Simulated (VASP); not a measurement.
# ZnAu (Pm-3m) in VASP: settings compared

One crystal, ZnAu, is run at these levels: optB88-vdW, PBE+TS+U, PBE; tasks: relaxation of cell and atoms, relaxation of the atoms, single point.

Program: VASP 6.6.1. These are calculated values, not measurements. Logs are shortened: lines on timing, memory, paths and dates and some standing lists are left out, and cuts for length are marked.

### Step 1. The structure

It takes space group Pm-3m (No. 221, cubic). Conventional cell: a = 3.147 Å, b = 3.147 Å, c = 3.147 Å, α = 90.00°, β = 90.00°, γ = 90.00°. Around Au (site symmetry m-3m) lie 8 Zn at 2.73 Å. Around Zn (site symmetry m-3m) lie 8 Au at 2.73 Å.

### Step 2. Relaxation of cell and atoms, optB88-vdW

run.py

```python
from ase.calculators.vasp import Vasp
from ase.io import read

atoms = read('ZnAu.cif', primitive_cell=True, subtrans_included=False)
calc = Vasp(
    directory='calc',
    xc='optb88-vdw',
    pp='PBE',
    setups='recommended',
    prec='Accurate',
    encut=600,
    ediff=1e-07,
    ismear=1,
    sigma=0.2,
    lreal=False,
    lasph=True,
    nelm=60,
    algo='Fast',
    isif=3,
    lwave=False,
    lcharg=False,
    ibrion=2,
    nsw=40,
    ediffg=-0.02,
    kpts=[8, 8, 8],
    gamma=True,
)
atoms.calc = calc

print('energy (eV):', atoms.get_potential_energy())
print('free energy (eV):', atoms.get_potential_energy(force_consistent=True))
print('forces (eV/A):')
print(atoms.get_forces())
print('stress (eV/A^3, Voigt):', atoms.get_stress())
print('Fermi level (eV):', calc.get_fermi_level())
print('cell (A, degrees):', atoms.cell.cellpar())
print('volume (A^3):', atoms.get_volume())
print('scaled positions:')
print(atoms.get_scaled_positions())
```

ZnAu.cif

```cif
data_ZnAu
_cell_length_a 3.14700000
_cell_length_b 3.14700000
_cell_length_c 3.14700000
_cell_angle_alpha 90.00000000
_cell_angle_beta 90.00000000
_cell_angle_gamma 90.00000000
_space_group_name_H-M_alt 'Pm-3m'
_space_group_name_Hall '-P 4 2 3'
_space_group_IT_number 221
loop_
_space_group_symop_operation_xyz
'x,y,z'
'-x,-y,-z'
'-y,x,z'
'y,-x,-z'
'-x,-y,z'
'x,y,-z'
'y,-x,z'
'-y,x,-z'
'x,-y,-z'
'-x,y,z'
'-y,-x,-z'
'y,x,z'
'-x,y,-z'
'x,-y,z'
'y,x,-z'
'-y,-x,z'
'z,x,y'
'-z,-x,-y'
'z,-y,x'
'-z,y,-x'
'z,-x,-y'
'-z,x,y'
'z,y,-x'
'-z,-y,x'
'-z,x,-y'
'z,-x,y'
'-z,-y,-x'
'z,y,x'
'-z,-x,y'
'z,x,-y'
'-z,y,x'
'z,-y,-x'
'y,z,x'
'-y,-z,-x'
'x,z,-y'
'-x,-z,y'
'-y,z,-x'
'y,-z,x'
'-x,z,y'
'x,-z,-y'
'-y,-z,x'
'y,z,-x'
'-x,-z,-y'
'x,z,y'
'y,-z,-x'
'-y,z,x'
'x,-z,y'
'-x,z,-y'
loop_
_atom_site_label
_atom_site_type_symbol
_atom_site_symmetry_multiplicity
_atom_site_Wyckoff_symbol
_atom_site_fract_x
_atom_site_fract_y
_atom_site_fract_z
_atom_site_occupancy
Au1 Au 1 a 0.0000000000 0.0000000000 0.0000000000 1
Zn1 Zn 1 b 0.5000000000 0.5000000000 0.5000000000 1
```

Potentials or basis: VASP PAW PBE potentials, release 64 (Au, Zn).

Started as:

```bash
$ python run.py
```

Log:

```text
<dir> UserWarning: vdW has been enabled, however no location for the vdw_kernel.bindat file has been specified. Set ASE_VASP_VDW environment variable to copy the vdW kernel.
  warnings.warn(
energy (eV): 1.09552558
free energy (eV): 1.09648057
forces (eV/A):
[[-0. -0.  0.]
 [ 0.  0.  0.]]
stress (eV/A^3, Voigt): [-0.00014528 -0.00014528 -0.00014528 -0.         -0.          0.        ]
Fermi level (eV): 6.32808808
cell (A, degrees): [ 3.19053493  3.19053493  3.19053493 90.         90.         90.        ]
volume (A^3): 32.478092158999594
scaled positions:
[[0.  0.  0. ]
 [0.5 0.5 0.5]]
```

OUTCAR:

```text
ENCUT = 600.000000
   EDIFF = 1.00e-07
   EDIFFG = -2.00e-02
   GGA = BO
   PREC = Accurate
   IBRION = 2
   ISIF = 3
   ISMEAR = 1
   NELM = 60
   NSW = 40
   LASPH = .TRUE.
   LREAL = .FALSE.

 ion  position               nearest neighbor table
   1  0.000  0.000  0.000-   2 2.73   2 2.73   2 2.73   2 2.73   2 2.73   2 2.73   2 2.73   2 2.73

   2  0.500  0.500  0.500-   1 2.73   1 2.73   1 2.73   1 2.73   1 2.73   1 2.73   1 2.73   1 2.73

  LATTYP: Found a simple cubic cell.
 ALAT       =     3.1470000000

  Lattice vectors:

 A1 = (   3.1470000000,   0.0000000000,   0.0000000000)
 A2 = (   0.0000000000,   3.1470000000,   0.0000000000)
 A3 = (   0.0000000000,   0.0000000000,   3.1470000000)

Analysis of symmetry for initial positions (statically):
=====================================================================
 Subroutine PRICEL returns:
 Original cell was already a primitive cell.

 Routine SETGRP: Setting up the symmetry group for a
 simple cubic supercell.

 Subroutine GETGRP returns: Found 48 space group operations
 (whereof 48 operations were pure point group operations)
 out of a pool of 48 trial point group operations.

The static configuration has the point symmetry O_h .

Analysis of symmetry for dynamics (positions and initial velocities):
=====================================================================
 Subroutine PRICEL returns:
 Original cell was already a primitive cell.

 Routine SETGRP: Setting up the symmetry group for a
 simple cubic supercell.

 Subroutine GETGRP returns: Found 48 space group operations
 (whereof 48 operations were pure point group operations)
 out of a pool of 48 trial point group operations.

The dynamic configuration has the point symmetry O_h .

 Subroutine INISYM returns: Found 48 space group operations
 (whereof 48 operations are pure point group operations),
 and found     1 'primitive' translations

----------------------------------------------------------------------------------------

                                     Primitive cell

  volume of cell :      31.1667

  direct lattice vectors                    reciprocal lattice vectors
     3.147000000  0.000000000  0.000000000     0.317762949  0.000000000  0.000000000
     0.000000000  3.147000000  0.000000000     0.000000000  0.317762949  0.000000000
     0.000000000  0.000000000  3.147000000     0.000000000  0.000000000  0.317762949

  length of vectors
     3.147000000  3.147000000  3.147000000     0.317762949  0.317762949  0.317762949

  position of ions in fractional coordinates (direct lattice)
     0.000000000  0.000000000  0.000000000
     0.500000000  0.500000000  0.500000000

  ion indices of the primitive-cell ions
   primitive index   ion index
                 1           1
                 2           2

----------------------------------------------------------------------------------------

 KPOINTS: KPOINTS created by Atomic Simulation Env

Automatic generation of k-mesh.
 Grid dimensions read from file:
 generate k-points for:    8    8    8

 Generating k-lattice:

  Cartesian coordinates                     Fractional coordinates (reciprocal lattice)
[... 49 lines left out ...]
   NGXF,Y,Z  is equivalent  to a cutoff of  29.58, 29.58, 29.58 a.u.
 SYSTEM =  unknown system
   PREC   = accura    normal or accurate (medium, high low for compatibility)
   ISTART =      0    job   : 0-new  1-cont  2-samecut
   ICHARG =      2    charge: 1-file 2-atom 10-const
   ISPIN  =      1    spin polarized calculation?
   LNONCOLLINEAR =      F non collinear calculations
   LSORBIT =      F    spin-orbit coupling
   LASPH  =      T    aspherical Exc in radial PAW
   ENCUT  =  600.0 eV  44.10 Ry    6.64 a.u.   6.29  6.29  6.29*2*pi/ulx,y,z
   NELM   =     60;   NELMIN=  2; NELMDL= -5     # of ELM steps
   EDIFF  = 0.1E-06   stopping-criterion for ELM
   LREAL  =      F    real-space projection
   EDIFFG = -.2E-01   stopping-criterion for IOM
   NSW    =     40    number of steps for IOM
   IBRION =      2    ionic relax: 0-MD 1-quasi-New 2-CG
   NFREE  =      1    steps in history (QN), initial steepest desc. (CG)
   ISIF   =      3    stress and relaxation
   ISYM   =      2    0-nonsym 1-usesym 2-fastsym
   POTIM  = 0.5000    time-step for ionic-motion
   TEBEG  =    0.0;   TEEND  =   0.0 temperature during run
   PSTRESS=    0.0 pullay stress
   NELECT =      23.0000    total number of electrons
   NUPDOWN=      -1.0000    fix difference up-down
   EMIN   =  10.00;   EMAX   =-10.00  energy-range for DOS
   EFERMI =   0.00;   METHOD = LEGACY
   ISMEAR =     1;   SIGMA  =   0.20  broadening in eV -4-tet -1-fermi 0-gaus
   EFERMI_NEDOS =   21; number of points for ismear=-14 and -15
   IALGO  =     68    algorithm
   IMIX   =      4    mixing-type and parameters
     AMIX     =   0.40;   BMIX     =  1.00
     AMIX_MAG =   1.60;   BMIX_MAG =  1.00
  volume/ion in A,a.u.               =      15.58       105.16
  Fermi-wavevector in a.u.,A,eV,Ry     =   1.479406  2.795672 29.778283  2.188642
  Thomas-Fermi vector in A             =   2.593568
   LORBIT       =      0    0 simple, 1 ext, 2 COOP (PROOUT), +10 PAW based schemes
   GGA     = BO    functional components
   LHFCALC =     F    Hartree Fock is set to
   AEXX    =    0.0000 exact exchange contribution
   IVDW_NL    =     1    kernel type
   BPARAM     = 6.3000
   IVDW    =     0    specifies the selected vdW correction
   LEPSILON=     F    determine dielectric tensor
   LRPA    =     F    only Hartree local field effects (RPA)
 conjugate gradient relaxation of ions
 non-spin polarized calculation
 RMM-DIIS sequential band-by-band and
 Methfessel and Paxton  Order N= 1 SIGMA  =   0.20
  energy-cutoff  :      600.00
  volume of cell :       31.17
 maximum number of plane-waves:      1064
 NGX is ok and might be reduce to    28
   NGX = 13   NGY = 13   NGZ = 13

--------------------------------------- Ionic step        1  -------------------------------------------

 number of electron      22.9999994 magnetization

 Free energy of the ion-electron system (eV)
  ---------------------------------------------------
  ext. energy  EPLUGINS =         0.00000000
  ---------------------------------------------------
  free energy    TOTEN  =         1.11766469 eV

  energy without entropy =        1.11454583  energy(sigma->0) =        1.11662507

------------------------ aborting loop because EDIFF is reached ----------------------------------------

  FORCE on cell =-STRESS in cart. coord.  units (eV):
  Direction    XX          YY          ZZ          XY          YZ          ZX
  --------------------------------------------------------------------------------------
  -------------------------------------------------------------------------------------
  Total        1.0640507      1.0640507      1.0640507      0.0000000      0.0000000     -0.0000000
  in kB       54.6994134     54.6994134     54.6994134      0.0000000      0.0000000     -0.0000000
  external PRESSURE =      54.6994134 kB  Pullay stress =       0.0000000 kB
[... 63 lines left out ...]
--------------------------------------- Ionic step        3  -------------------------------------------

 number of electron      22.9999985 magnetization

 Free energy of the ion-electron system (eV)
  ---------------------------------------------------
  ext. energy  EPLUGINS =         0.00000000
  ---------------------------------------------------
  free energy    TOTEN  =         1.09648057 eV

  energy without entropy =        1.09361559  energy(sigma->0) =        1.09552558

 E-fermi :   6.3281     XC(G=0): -12.1612

 val. band max:        6.1969675357   @ k =   0.5000   0.3750   0.2500
 cond. band min:       6.6484643641   @ k =   0.3750   0.3750   0.1250
 fundamental gap:      0.4514968284
 Fermi energy:         6.3280880799

 k-point     1 :       0.0000    0.0000    0.0000
  band No.  band energies     occupation
      1      -3.7320      2.00000
      2      -1.5730      2.00000
      3      -1.5730      2.00000
      4      -1.0163      2.00000
      5      -1.0163      2.00000
      6      -1.0163      2.00000
      7       1.1788      2.00000
      8       1.1788      2.00000
      9       2.7880      2.00000
     10       2.7880      2.00000
     11       2.7880      2.00000
     12      11.4068      0.00000
     13      11.4068      0.00000
     14      11.4068      0.00000
[... 401 lines left out ...]
      2      -1.4494      2.00000
      3      -1.2579      2.00000
      4      -1.2464      2.00000
      5      -0.7979      2.00000
      6       0.1817      2.00000
      7       1.4581      2.00000
      8       1.8206      2.00000
      9       1.9786      2.00000
     10       2.9060      2.00000
     11       4.7736      2.00000
     12       4.9388      2.00000
     13       8.9457     -0.00000
     14       9.5275     -0.00000
     15      15.2087      0.00000

 [... further k-points ...]
[... 5 lines left out ...]
  --------------------------------------------------------------------------------------
  -------------------------------------------------------------------------------------
  Total        0.0047184      0.0047184      0.0047184     -0.0000000     -0.0000000      0.0000000
  in kB        0.2327652      0.2327652      0.2327652     -0.0000000     -0.0000000      0.0000000
  external PRESSURE =       0.2327652 kB  Pullay stress =       0.0000000 kB
[... 21 lines left out ...]
  energy  without entropy=        1.0936155939  energy(sigma->0) =        1.09552558

Total vdW correction in eV:      3.9450497

 reached required accuracy - stopping structural energy minimisation
```

INCAR:

```text
AGGAC = 0.000000
ENCUT = 600.000000
PARAM1 = 0.183333
PARAM2 = 0.220000
SIGMA = 0.200000
EDIFF = 1.00e-07
EDIFFG = -2.00e-02
ALGO = Fast
GGA = BO
PREC = Accurate
IBRION = 2
ISIF = 3
ISMEAR = 1
NELM = 60
NSW = 40
LASPH = .TRUE.
LCHARG = .FALSE.
LUSE_VDW = .TRUE.
LWAVE = .FALSE.
LREAL = .FALSE.
```

It took 2.7 min on 1 thread of Intel Xeon Platinum 8259CL at 2.50GHz (Skylake/Cascade Lake), shared host; peak memory 0.33 GiB.

What came out:

- Free energy: 1.0965 eV
- Relaxed volume: 16.24 Å³/atom
- Relaxed cell: a = 3.191 Å, b = 3.191 Å, c = 3.191 Å, α = 90.00°, β = 90.00°, γ = 90.00°
- Space group after relaxing (to 0.05 Å): Pm-3m (No. 221)
- Energy gained by relaxing: 10.6 meV/atom
- Ionic steps: 3
- Pressure after relaxing: 0.0 GPa
- Band gap on the k mesh: none (metal or under the smearing width)

The path:
| step | energy change (eV) | largest force (eV/Å) | pressure (GPa) | volume (Å³) |
| --- | --- | --- | --- | --- |
| 1 | 0.0000 | 0.0000 | 5.47 | 31.17 |
| 2 | -0.0074 | 0.0000 | -3.66 | 33.63 |
| 3 | -0.0212 | 0.0000 | 0.02 | 32.48 |

Final structure:
```yaml
crystal:
  lattice:
    - [3.19053, 0.00000, 0.00000]
    - [0.00000, 3.19053, 0.00000]
    - [0.00000, 0.00000, 3.19053]
  atoms:
    - { symbol: Au, position: [0.00000, 0.00000, 0.00000] }
    - { symbol: Zn, position: [0.50000, 0.50000, 0.50000] }
```

Levels at points of the mesh, in eV from the Fermi level:
| k point | band 8 | band 9 | band 10 | band 11 | band 12 | band 13 | band 14 | band 15 |
| --- | --- | --- | --- | --- | --- | --- | --- | --- |
| (0.00, 0.00, 0.00) | -5.15 | -3.54 | -3.54 | -3.54 | 5.08 | 5.08 | 5.08 | 8.24 |
| (0.50, 0.00, 0.00) | -5.19 | -4.60 | -4.60 | -3.66 | -2.24 | 10.75 | 10.92 | 10.92 |
| (0.50, 0.50, 0.00) | -3.88 | -3.88 | -2.98 | -1.56 | -1.56 | 0.78 | 2.30 | 10.21 |
| (0.50, 0.50, 0.50) | -5.99 | -2.93 | -2.93 | 1.23 | 3.34 | 3.94 | 3.94 | 3.94 |

Caveat: the PAW data sets were made with another functional, which shifts forces and pressure a little.

### Step 3. Relaxation of the atoms, PBE+TS+U (cell strained at random at fixed volume)

INCAR

```
SYSTEM = ZnAu
PREC = Accurate ; ENCUT = 520
EDIFF = 1E-6 ; ISMEAR = 1
SIGMA = 0.1 ; LREAL = .False.
LASPH = .True. ; NELM = 80
ALGO = Normal ; ISIF = 2
LWAVE = .False. ; LCHARG = .False.
LMAXMIX = 4 ; LDAU = .True.
LDAUTYPE = 2 ; LDAUL = 2 -1
LDAUU = 6.2 0 ; LDAUJ = 0.5 0
LDAUPRINT = 1 ; GGA = PE
IVDW = 2 ; IBRION = 2
NSW = 60 ; EDIFFG = -0.01
```

KPOINTS

```
Automatic mesh
0
Gamma
  8 8 8
  0 0 0
```

POSCAR

```
ZnAu
1.0
    3.1140030000      0.0571870000      0.0538280000
    0.0571870000      3.1839100000     -0.0420830000
    0.0538280000     -0.0420830000      3.1460290000
Au Zn
1 1
Selective dynamics
Direct
    0.0000000000      0.0000000000      0.0000000000  F F F
    0.5000000000      0.5000000000      0.5000000000  T T T
```

Potentials or basis: VASP PAW PBE potentials, release 64 (Au, Zn).

Started as:

```bash
$ cat potpaw_PBE.64/Au/POTCAR potpaw_PBE.64/Zn/POTCAR > POTCAR
$ mpirun -np 1 vasp_std > vasp.out
```

Wall time 59 s (1 thread of Intel Xeon Platinum 8259CL at 2.50GHz (Skylake/Cascade Lake), shared host); peak memory 0.25 GiB.

Results (log left out):

| Item | Value |
| --- | --- |
| Free energy | -2.7293 eV |
| Pressure after relaxing | -2.6 GPa |
| Band gap on the k mesh | none (metal or under the smearing width) |
| Hirshfeld charges | Au -0.08; Zn +0.08 e |
| Dispersion energy per atom | -0.395 eV |

Stress tensor (GPa, compression positive):
```
-2.23 -2.60 -2.55
-2.60 -3.26  2.00
-2.55  2.00 -2.39
```

Final structure:
```cif
data_structure
_symmetry_space_group_name_H-M 'P 1'
_symmetry_Int_Tables_number 1
_cell_length_a 3.1150
_cell_length_b 3.1847
_cell_length_c 3.1468
_cell_angle_alpha 91.506
_cell_angle_beta 88.044
_cell_angle_gamma 87.933
_cell_volume 31.17
loop_
_atom_site_label
_atom_site_type_symbol
_atom_site_fract_x
_atom_site_fract_y
_atom_site_fract_z
_atom_site_occupancy
Au1 Au 0.00000 0.00000 0.00000 1
Zn1 Zn 0.50000 0.50000 0.50000 1
```

Levels at points of the mesh, in eV from the Fermi level:
```
           k point  band 9  band 10  band 11  band 12  band 13  band 14  band 15
(0.00, 0.00, 0.00)   -4.94    -4.92    -4.80     4.99     5.37     5.71     9.24
(0.50, 0.00, 0.00)   -6.07    -5.18    -5.13    -2.97    10.40    10.79    11.07
(0.00, 0.50, 0.00)   -5.97    -5.33    -5.14    -3.28    10.60    10.95    11.14
(0.50, 0.50, 0.00)   -5.02    -4.55    -1.85    -1.40     0.97     2.29    10.50
(0.00, 0.00, 0.50)   -6.00    -5.22    -5.16    -3.12    10.47    10.78    11.22
(0.50, 0.00, 0.50)   -5.04    -4.50    -1.77    -1.34     1.11     2.38    10.24
(0.00, 0.50, 0.50)   -5.02    -4.59    -1.85    -1.53     0.90     2.14    10.69
(0.50, 0.50, 0.50)   -4.56    -4.46     1.48     3.94     4.03     4.05     4.79
```

Eigenvalues of the final occupation matrices:
```csv
site,spin,trace,eigenvalues
site 1 d,1,4.53,0.89 0.90 0.90 0.92 0.92
site 1 d,2,4.53,0.89 0.90 0.90 0.92 0.92
```

Caveat: the relaxation stopped at its first step, so nothing moved; atom-pairwise D2, TS and ULG terms overbind metals; U without spin polarisation on a metal has little footing; pairwise dispersion overbinds metals, which lowers pressure and volume; the U is typed as a test and isn't derived for this compound. Spin-orbit coupling is left out, which matters for the levels of Au.

(Continued in part 2 of 2.)
